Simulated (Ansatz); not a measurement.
# Pressure against volume: HgTe

```
CELL_PARAMETERS angstrom
0.00000 2.92150 2.92150
2.92150 0.00000 2.92150
2.92150 2.92150 0.00000
ATOMIC_POSITIONS crystal
Hg 0.00000 0.00000 0.00000
Te 0.50000 0.50000 0.50000
```

The geometry is COD entry 1538296, unchecked; take it as a test cell.

No spin–orbit coupling, which matters for the heavy atoms here.

Methods: DFT, PBE, all-electron LAPW, scalar-relativistic (Ansatz 0.2.0); DFT, PBE, PAW with Ansatz's default frozen-core files, scalar-relativistic (Ansatz 0.2.0).

For LAPW: a Γ-centred 12×12×12 k mesh, Fermi–Dirac smearing of 0.08 eV, basis error target 1 meV/atom, no spin polarisation. PAW takes a cutoff of 420 eV at this cell. The Ansatz runs share mesh, smearing and spin set-up. Plane-wave (PAW) pressures include the program's estimate of the Pulay term.

The cell above is scaled evenly, with fractional coordinates and shape held.

```json
{"V/V(cell)": "0.9600", "V (Å³/atom)": "23.938", "P, LAPW (GPa)": "14.80", "P, PAW (GPa)": "14.80"}
{"V/V(cell)": "0.9800", "V (Å³/atom)": "24.437", "P, LAPW (GPa)": "12.51", "P, PAW (GPa)": "12.51"}
{"V/V(cell)": "1.0000", "V (Å³/atom)": "24.935", "P, LAPW (GPa)": "10.45", "P, PAW (GPa)": "10.45"}
{"V/V(cell)": "1.0200", "V (Å³/atom)": "25.434", "P, LAPW (GPa)": "?", "P, PAW (GPa)": "?"}
{"V/V(cell)": "1.0400", "V (Å³/atom)": "25.933", "P, LAPW (GPa)": "6.97", "P, PAW (GPa)": "6.97"}
```

Question: Fill in the row V/V(cell) = 1.0200.

Answer: P, LAPW (GPa) = 8.61, P, PAW (GPa) = 8.62.
